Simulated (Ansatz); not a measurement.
# SiC: the cost of one run

Program: Ansatz 0.2.0. Level of theory: DFT PBEsol, scalar-relativistic. These are calculated values, not measurements.

**1. The starting structure**

It takes space group P6_3mc (No. 186, hexagonal). The conventional cell has a = 3.076 Å, b = 3.076 Å, c = 5.048 Å, α = 90.00°, β = 90.00°, γ = 120.00°. Si (site symmetry 3m) is surrounded by 4 C at 1.87 to 1.94 Å. C (site symmetry 3m) has 4 Si at 1.87 to 1.94 Å in its first shell of neighbours.

Coordinates:

```
CELL_PARAMETERS angstrom
3.07600 0.00000 0.00000
-1.53800 2.66389 0.00000
0.00000 0.00000 5.04800
ATOMIC_POSITIONS crystal
Si 0.33333 0.66667 0.00000
Si 0.66667 0.33333 0.50000
C 0.33333 0.66667 0.38500
C 0.66667 0.33333 0.88500
```

The structure is an experimental refinement, used without relaxation.

Atoms are numbered in the order of the input: Si1, Si2, C3, C4.

**2. LAPW, all electrons**

Input file input.yaml:

```yaml
crystal:
  lattice:
    - [3.0759982064, 0.0, 0.0]
    - [-1.5379991032, 2.6638925888, 0.0]
    - [0.0, 0.0, 5.048]
  atoms:
    - { symbol: Si, position: [0.3333333333, 0.6666666667, 0.0] }
    - { symbol: Si, position: [0.6666666667, 0.3333333333, 0.5] }
    - { symbol: C, position: [0.3333333333, 0.6666666667, 0.385] }
    - { symbol: C, position: [0.6666666667, 0.3333333333, 0.885] }
kpoints:
  mp_grid: { grid: [15, 15, 8] }
  band_path:
    path:
      - [0.0, 0.0, 0.0]
      - [0.5, 0.0, 0.0]
      - [0.3333333333, 0.3333333333, 0.0]
      - [0.0, 0.0, 0.0]
      - [0.0, 0.0, 0.5]
      - [0.5, 0.0, 0.5]
      - [0.3333333333, 0.3333333333, 0.5]
      - [0.0, 0.0, 0.5]
      - [0.5, 0.0, 0.5]
    npoints: 14
scf:
  occupations: { method: fermi_dirac, width: 0.08 }
hamiltonian:
  xc: pbesol
  pseudopotentials: { kind: all_electron, lapw: { basis_error: 0.001 } }
output:
  forces: true
  stress: true
  eigenvalues: true
  populations: true
  dos: { projected: true, de: 0.2, e_range: [-14, 8] }
```

On the command line:

```console
$ ansatz run input.yaml --threads 1 --pin off --max-ram 4096MiB --backend cpu --events-out ev --progress --plain --runs-dir out
```

**Question.** How long does this run take on 1 thread of AMD EPYC 7R43 (Zen 3), shared host, and how much memory does it need?

About 63 s, with a peak of 0.59 GiB.
